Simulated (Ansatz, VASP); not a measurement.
One calculation of As, two programs

Contents of INCAR:

```
SYSTEM = As
PREC     = Accurate       ! precision mode
ENCUT    = 520            ! plane-wave cutoff, eV
EDIFF    = 1E-6           ! SCF threshold, eV
ISMEAR   = 0              ! smearing method
SIGMA    = 0.02           ! smearing width, eV
LREAL    = .False.        ! projectors in reciprocal space
LASPH    = .True.         ! aspherical terms in the spheres
NELM     = 100            ! most SCF steps
ALGO     = Fast           ! electronic algorithm
ISIF     = 2              ! what is computed and relaxed
LWAVE    = .False.        ! write WAVECAR
LCHARG   = .False.        ! write CHGCAR
GGA      = PE             ! functional
LORBIT   = 11             ! projections on sites
```

The input KPOINTS:

```
regular mesh
0
Gamma
  9 9 9
  0 0 0
```

File POSCAR:

```
As
1.0
    1.8807968987      1.0858785957      3.5140619945
   -1.8807968987      1.0858785957      3.5140619945
    0.0000000000     -2.1717571915      3.5140619945
As
2
Direct
    0.2260000000      0.2260000000      0.2260000000
    0.7740000000      0.7740000000      0.7740000000
```

The input input.yaml:

```yaml
crystal:
  lattice:
    - [1.8807968987, 1.0858785957, 3.5140619945]
    - [-1.8807968987, 1.0858785957, 3.5140619945]
    - [0.0, -2.1717571915, 3.5140619945]
  atoms:
    - { symbol: As, position: [0.226, 0.226, 0.226] }
    - { symbol: As, position: [0.774, 0.774, 0.774] }
hamiltonian:
  xc: pbe
  pseudopotentials: { kind: paw }
kpoints:
  mp_grid: { grid: [9, 9, 9] }
scf:
  occupations: { method: gaussian, width: 0.02 }
output:
  forces: true
  stress: true
  eigenvalues: true
```

Alike in both runs: functional PBE; k mesh 9 × 9 × 9; occupations gaussian, width 0.02 eV; no spin polarisation.

```csv
,VASP,Ansatz
version,VASP 6.6.1,Ansatz 0.2.0
potentials or method,"VASP PAW PBE potentials, release 64 (As)",Ansatz PAW
plane-wave cutoff (eV),520,420
valence electrons in the cell,10,30
task,atomic charges,single point
```

```csv
,VASP,Ansatz,Ansatz less VASP
gap on the k mesh at the Fermi level (eV),none,none,-
pressure (GPa),4.1,3.7,-0.32
largest component of the traceless stress (GPa),0.40,0.30,-0.099
rms of the force components (eV/Å),0.284,0.249,-0.0353
```

Atom by atom the forces differ by 0.035 eV/Å (rms over components). A gap of «none» marks a metal or a gap that the smearing closes. With one functional, cell and mesh, what is left measures potentials, basis and numerics. The two sets of potentials don't hold the same shells in valence.
